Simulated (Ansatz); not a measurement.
Runs of Ansatz 0.2.0 on Ga2O3. It takes space group C2/m (No. 12, monoclinic). Conventional cell: a = 12.214 Å, b = 3.037 Å, c = 5.798 Å, α = 90.00°, β = 103.83°, γ = 90.00°. Ga (site symmetry m) has 6 O at 1.94 to 2.07 Å as nearest neighbours. Ga (site symmetry m) is surrounded by 4 O at 1.83 to 1.86 Å. O (site symmetry m) has 3 Ga at 1.83 to 1.94 Å as nearest neighbours. Around O (site symmetry m) lie 4 Ga at 1.86 to 2.07 Å. O (site symmetry m) is surrounded by 3 Ga at 1.83 to 1.94 Å. 

```csv
task,level,potentials or basis,cell,cutoff (eV),points for each segment of the path,gap on the mesh (eV),pressure (GPa),relaxed volume (Å³/atom),largest force (eV/Å)
relaxation of cell and atoms,PBEsol,Ansatz PAW,relaxed,420,-,(b),0.0,10.56,-
relaxation of cell and atoms,rPW86-PBE+rVV10,Ansatz PAW,relaxed,420,-,1.81,0.0,11.04,-
relaxation of cell and atoms,BLYP,Ansatz PAW,relaxed,420,-,1.87,0.0,11.28,-
single point,PBE,Ansatz PAW,as given,800,-,2.44,(c),-,0.22
band structure,PBE,SSSP efficiency PAW,as given,952,10,2.44,(a),-,0.23
```

Alike in all rows: no spin polarisation; k mesh 9 × 9 × 5; smearing fermi-dirac 0.05 eV.

Estimate the missing entries.

(a) 10.0; (b) 2.23; (c) 9.5.

Caveats: odd divisions of the mesh miss points on the zone boundary, where band edges often lie, so the gap on the mesh can be too wide (some runs); the plane-wave basis is chosen anew once the cell has moved, so the energies of steps on either side of that aren't comparable (some runs); the PAW data sets come from PBE, with cores solved anew for the run's functional, which leaves a small shift of forces and pressure (some runs).

A k mesh can miss the band edges, and the runs leave out spin-orbit coupling on Ga.
